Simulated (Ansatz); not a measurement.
## InSe under changes of volume

One of the cells (28.559 Å³/atom); the others are scaled copies at fixed shape and fractional positions:

```
In Se
1.0
     5.82639   -2.05465    0.00000
     5.82639    2.05465    0.00000
    -1.72323    0.00000    4.77135
In Se
2 2
Direct
  0.88820 0.88820 0.04684
  0.11180 0.11180 0.95316
  0.66093 0.66093 0.66896
  0.33907 0.33907 0.33104
```

The cell comes from a database or a generator and needn't be the stable form of this composition.

* Program: Ansatz 0.2.0
* Functional: PBEsol
* Potentials or basis: all-electron LAPW, scalar-relativistic
* Cutoff: 261 eV (chosen from the basis error)
* Basis error allowed: 0.001 eV/atom
* k mesh: 7 × 7 × 6
* Occupations: fermi-dirac, width 0.05 eV
* Spin: no spin polarisation

```tsv
volume (Å³/atom)	energy over the lowest point (meV/atom)	pressure (GPa)	gap on the mesh (eV)	largest force (eV/Å)
26.846	7.37	2.3	1.18	0.585
27.417	?	?	?	?
27.988	0.00	-0.1	1.11	0.225
28.559	2.33	-1.1	1.08	0.067
29.131	8.07	-2.1	1.04	0.114
29.702	16.86	-2.9	1.01	0.215
30.273	28.33	-3.6	0.98	0.339
```

Task: What does the run at 27.417 Å³/atom give?

Result: Energy over the lowest point 1.52 meV/atom; pressure 1.0 GPa; gap on the mesh 1.15 eV; largest force 0.398 eV/Å.

Worked out: A Birch-Murnaghan fit of order 3 (a polynomial in V^(-2/3)) to the other rows has its minimum at 27.92 Å³/atom with B0 = V·E''(V) = 53 GPa and B' = 4.8 at fixed shape and positions, which overstates the stiffness. It gives 1.52 meV/atom at 27.417 Å³/atom, against the run's 1.52, and -dE/dV = 1.0 GPa, against 1.0. A straight line through the other rows of the gap, of slope -1.68 eV per unit of ln V, gives 1.14 eV, against the run's 1.15.

Energies are extrapolated to zero smearing.

Caveats: spin-orbit coupling is left out, which moves the levels of the heavy elements; an odd mesh through Γ misses points on the zone boundary, where band edges often lie.
